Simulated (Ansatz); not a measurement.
**AgBr: phonons with PBE**

**What was measured.**

From a printed reference work, monograph, for a bulk crystal of AgBr: high-frequency dielectric constant 4.62.

AgBr:

```xyz
2
Lattice="0.0000 2.8702 2.8702 2.8702 0.0000 2.8702 2.8702 2.8702 0.0000" Properties=species:S:1:pos:R:3 pbc="T T T"
Ag    0.0000    0.0000    0.0000
Br    2.8702    2.8702    2.8702
```

- Program: Ansatz 0.2.0
- Task: phonons
- Functional: PBE
- Potentials or basis: Ansatz PAW
- Cutoff: 420 eV (not typed: the program's choice for these potentials)
- k mesh: 6 × 6 × 6
- Occupations: fixed
- Spin: no spin polarisation
- q mesh: 2 × 2 × 2
- Path: [["G", "X", "W", "K", "G", "L", "U", "W", "L", "K"], ["U", "X"]]
- Points for each segment of the path: 8

- Band gap on the k mesh: 0.67 eV, indirect (least direct gap 2.61 eV)
- Electronic dielectric tensor (diagonal): 6.13
- Born charges (mean of the diagonal): Ag +1.52; Br -1.52 e
- Highest phonon frequency, LO-TO splitting left out: 133 cm⁻¹
- Static dielectric tensor (diagonal): 13.21

Levels at points of the mesh, in eV from the valence-band top:
```
             k point  band 9  band 10  band 11  band 12  band 13  band 14  band 15  band 16  band 17
  (0.00, 0.00, 0.00)   -2.80    -2.80    -1.93    -1.93    -1.93     0.67     9.92     9.92     9.92
 (0.00, 0.00, -0.50)   -2.49    -2.49    -2.15     0.00     0.00     3.73     6.60     6.77     6.77
(0.00, -0.50, -0.50)   -2.84    -2.64    -2.39    -2.39    -2.29     1.60     7.06     9.07    11.05
(-0.50, 0.00, -0.50)   -2.84    -2.64    -2.39    -2.39    -2.29     1.60     7.06     9.07    11.05
```

Phonon frequencies in cm⁻¹ (negative: imaginary):
```
                q point           frequencies
  (0.000, 0.000, 0.000)        0 0 0 86 86 86
 (0.000, 0.000, -0.500)    39 39 65 65 97 131
(0.000, -0.500, -0.500)  28 28 44 110 110 133
```

Electronic dielectric tensor:
```
6.13 0.00 0.00
0.00 6.13 0.00
0.00 0.00 6.13
```

Born effective charge tensors (e):
atom 1, Ag
```
1.52 0.00 0.00
0.00 1.52 0.00
0.00 0.00 1.52
```
atom 2, Br
```
-1.52  0.00  0.00
 0.00 -1.52  0.00
 0.00  0.00 -1.52
```

Static dielectric tensor, electrons and zone-centre modes:
```
13.21  0.00  0.00
 0.00 13.21  0.00
 0.00  0.00 13.21
```

It took 30 s on 2 threads of Intel(R) Xeon(R) Platinum 8259CL CPU @ 2.50GHz (Skylake/Cascade Lake) (shared host), peak memory 0.59 GiB.

A measured high-frequency dielectric constant of AgBr is 4.62 (a printed reference work, monograph); the calculated 6.13 misses it by +32.7 %. So large a miss can be the level of theory's own, or it may mean another phase, state or a wrong row.

Caveat: the gap is small at this level, which inflates the dielectric constant; the q mesh is small, so phonon branches between its points and thermal values are rough.
